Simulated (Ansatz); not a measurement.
# In8O11: the cost of one run

Method: DFT PBE, scalar-relativistic, plane waves, PAW, in Ansatz 0.2.0.

3 further runs of the same task are left out: 1 that didn't finish, 2 set aside as unsound or not needed.

## Step 1: The starting structure

The structure is trigonal, space group R-3c (No. 167). Conventional cell: a = 5.575 Å, b = 5.575 Å, c = 14.759 Å, α = 90.00°, β = 90.00°, γ = 120.00°. In (site symmetry 3) has 6 O at 2.16 to 2.29 Å as nearest neighbours. O (site symmetry 2) is surrounded by 4 In at 2.16 to 2.29 Å.

As a file:

```
CELL_PARAMETERS angstrom
2.78763 1.60944 4.91964
-2.78763 1.60944 4.91964
0.00000 -3.21887 4.91964
ATOMIC_POSITIONS crystal
In 0.35719 0.35719 0.35719
In 0.14281 0.14281 0.14281
In 0.64281 0.64281 0.64281
In 0.85719 0.85719 0.85719
O 0.54661 0.95339 0.25000
O 0.25000 0.54661 0.95339
O 0.95339 0.25000 0.54661
O 0.45339 0.04661 0.75000
O 0.75000 0.45339 0.04661
O 0.04661 0.75000 0.45339
```

It is the result of an earlier relaxation at this level (volume 13.24 Å³/atom; gap on the mesh: 0.97 eV).

Reference energy of this cell: -25796.4577 eV (10 atoms, 6×6×6 mesh, zero smearing).

## Step 2: Cell: 1 of 12 O atoms taken out at random

From a supercell with 12 O sites, 1 are emptied at random; the cell stays neutral and all atoms are shaken by 0.02 Å.

The cell holds 8 In, 11 O: a = 5.575 Å, b = 5.879 Å, c = 8.102 Å, α = 94.19°, β = 90.00°, γ = 90.00°.

## Step 3: Relaxation without symmetry, coarse mesh

A cheap relaxation: coarse mesh, no symmetry, loose thresholds.

Input file input.yaml:

```yaml
crystal:
  lattice:
    - [-2.787627132, -4.8283118252, 0.0]
    - [-2.787627132, 1.6094372751, 4.919644859]
    - [-5.5752542641, 3.2188745502, -4.919644859]
  atoms:
    - { symbol: In, position: [0.4957358631, 0.2176181805, 0.1486750642] }
    - { symbol: In, position: [0.0034193398, 0.714993873, 0.6422986632] }
    - { symbol: In, position: [0.5023138893, 0.7889484249, 0.3589818838] }
    - { symbol: In, position: [0.003140595, 0.293235959, 0.8615135691] }
    - { symbol: In, position: [0.5001799997, 0.7895904485, 0.8560767966] }
    - { symbol: In, position: [0.9972160893, 0.2907942427, 0.3557039881] }
    - { symbol: In, position: [0.5045720322, 0.2131072964, 0.6381118257] }
    - { symbol: In, position: [0.9984721991, 0.7118926307, 0.1413589544] }
    - { symbol: O, position: [0.3543734373, 0.8521176869, 0.1008178738] }
    - { symbol: O, position: [0.8505409559, 0.350865431, 0.6005842442] }
    - { symbol: O, position: [0.347530646, 0.1446925874, 0.3989702325] }
    - { symbol: O, position: [0.2967939672, 0.4998753179, 0.7512603224] }
    - { symbol: O, position: [0.7932463341, 0.0001609416, 0.2493818431] }
    - { symbol: O, position: [0.6502307996, 0.1431838796, 0.8944723221] }
    - { symbol: O, position: [0.1412779474, 0.6425547601, 0.3977456766] }
    - { symbol: O, position: [0.1524677819, 0.3559680029, 0.101530153] }
    - { symbol: O, position: [0.6512806899, 0.8564615536, 0.6004046659] }
    - { symbol: O, position: [0.7040357298, 0.5051605205, 0.2522887134] }
    - { symbol: O, position: [0.206629327, 0.9981250732, 0.7513463747] }
  symmetry: { detect: false }
basis:
  ecutwfc: 420
kpoints:
  mp_grid: { grid: [3, 2, 2], shift: [0.0, 0.5, 0.5] }
hamiltonian:
  xc: pbe
scf:
  occupations: { method: gaussian, width: 0.1 }
  lower_state_search: "off"
output:
  forces: true
  stress: true
  eigenvalues: true
relax:
  adjacent_minimum: "off"
  f_tol: 0.04
  max_steps: 50
  cell: { stress_tol: 0.3 }
```

Run with:

```sh
> ansatz run input.yaml --threads 4 --pin off --max-ram 9216MiB --backend cpu --events-out ev --progress --plain --runs-dir out
```

What time and memory should one allow on 4 threads of Intel Xeon 6975P-C (Granite Rapids), shared host?

About 37 s, with a peak of 0.85 GiB.
